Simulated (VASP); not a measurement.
A run of VASP 6.6.1 is set up as follows.

Contents of POSCAR:

```
AlN
1.0
    3.1131018731      0.0000000000      0.0000000000
   -1.5565509365      2.6960253067     -0.0000000000
   -0.0000000000     -0.0000000000      4.9818131029
  Al              N
     2     2
Direct
     0.3333333332999970    0.6666666667000030    0.9989855796421117
     0.6666666667000030    0.3333333332999970    0.4989855796421115
     0.3333333332999970    0.6666666667000030    0.3810144203578910
     0.6666666667000030    0.3333333332999970    0.8810144203578909
```

Contents of INCAR.step1:

```
PREC = Accurate ; ENCUT = 600
EDIFF = 1E-8 ; ISMEAR = 0
SIGMA = 0.03 ; LREAL = F
LASPH = T ; NELM = 80
ALGO = Normal ; ISIF = 3
LWAVE = F ; LCHARG = F
GGA = PS ; PSTRESS = 15.0
IBRION = 2 ; NSW = 40
EDIFFG = -0.002
```

Contents of INCAR.step2:

```
PREC = Accurate ; ENCUT = 600
EDIFF = 1E-8 ; ISMEAR = 0
SIGMA = 0.03 ; LREAL = F
LASPH = T ; NELM = 80
ALGO = Normal ; ISIF = 2
LWAVE = F ; LCHARG = F
GGA = PS ; PSTRESS = 15.0
IBRION = 6 ; NFREE = 2
POTIM = 0.015 ; NSW = 1
```

KPOINTS

```
regular mesh
0
Gamma
  12 12 6
```

Potentials or basis: VASP PAW PBE potentials, release 64 (Al, N).

Command:

```console
$ cat potpaw_PBE.64/Al/POTCAR potpaw_PBE.64/N/POTCAR > POTCAR
$ cp INCAR.step1 INCAR
$ mpirun -np 1 vasp_std > vasp.out
$ cp CONTCAR POSCAR
$ cp INCAR.step2 INCAR
$ mpirun -np 1 vasp_std > vasp.out
```

Question: What does it give for the highest phonon frequency at Γ, LO-TO splitting left out?

Answer: 722 cm⁻¹.

Question: Estimate the relaxed cell.

Answer: a = 3.106 Å, b = 3.106 Å, c = 4.968 Å, α = 90.00°, β = 90.00°, γ = 120.00°.

Final structure:
```
Al N
1.0
     3.10594    0.00000    0.00000
    -1.55297    2.68982    0.00000
     0.00000    0.00000    4.96825
Al N
2 2
Direct
  0.33333 0.66667 0.99892
  0.66667 0.33333 0.49892
  0.33333 0.66667 0.38108
  0.66667 0.33333 0.88108
```
